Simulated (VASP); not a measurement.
# Sn in VASP: convergence with k mesh

Input of the first run (k mesh 2 × 2 × 2); the others differ in this setting and in those tied to it:

File INCAR:

```
SYSTEM = Sn
PREC = Accurate ; ENCUT = 520
EDIFF = 1E-7 ; ISMEAR = 1
SIGMA = 0.1 ; LREAL = .False.
LASPH = .True. ; NELM = 80
ALGO = Normal ; ISIF = 2
LWAVE = .False. ; LCHARG = .False.
GGA = PE
```

File KPOINTS:

```
Automatic mesh
0
Gamma
  2 2 2
  0 0 0
```

POSCAR

```
Sn
1.0
   -2.9401404553      2.9401404553      1.5993019889
    2.9401404553     -2.9401404553      1.5993019889
    2.9401404553      2.9401404553     -1.5993019889
Sn
2
Direct
    0.0000000000      0.0000000000      0.0000000000
    0.7500000000      0.2500000000      0.5000000000
```

Potentials or basis: VASP PAW PBE potentials, release 64 (Sn_d).

Command:

```console
$ cat potpaw_PBE.64/Sn_d/POTCAR > POTCAR
$ mpirun -np 1 vasp_std > vasp.out
```

Hardware: 1 thread of Intel(R) Xeon(R) Platinum 8488C (Sapphire Rapids), on a shared host.

Problem. The values tried are 2 × 2 × 2, 3 × 3 × 3, 4 × 4 × 4, 5 × 5 × 5, 7 × 7 × 7, 8 × 8 × 8, 11 × 11 × 11, 13 × 13 × 13, 15 × 15 × 15, loosest first. From which on does the pressure stay within 0.1 GPa of the tightest run that finished?

Solution. From 8 × 8 × 8 on.

```tsv
k mesh	energy less the tightest run, at zero smearing (meV/atom)	pressure (GPa)	SCF cycles	CPU time (s)	peak memory (GiB)
2 × 2 × 2	-293.92	3.32	13	8.6	0.19
3 × 3 × 3	177.32	0.91	13	8.2	0.19
4 × 4 × 4	45.36	1.11	13	22	0.2
5 × 5 × 5	0.60	1.70	11	15	0.19
7 × 7 × 7	-13.48	1.16	11	34	0.21
8 × 8 × 8	7.76	1.35	13	51	0.22
11 × 11 × 11	-1.67	1.34	13	93	0.26
13 × 13 × 13	-2.07	1.24	11	110	0.31
15 × 15 × 15	0.00	1.30	11	230	0.37
```

Not settled before the last step: the energy (to 1 meV/atom). Meshes of other sizes hit other points, so gaps and Fermi surfaces needn't settle smoothly. The tightest run that finished is the yardstick and may itself not be fully converged.
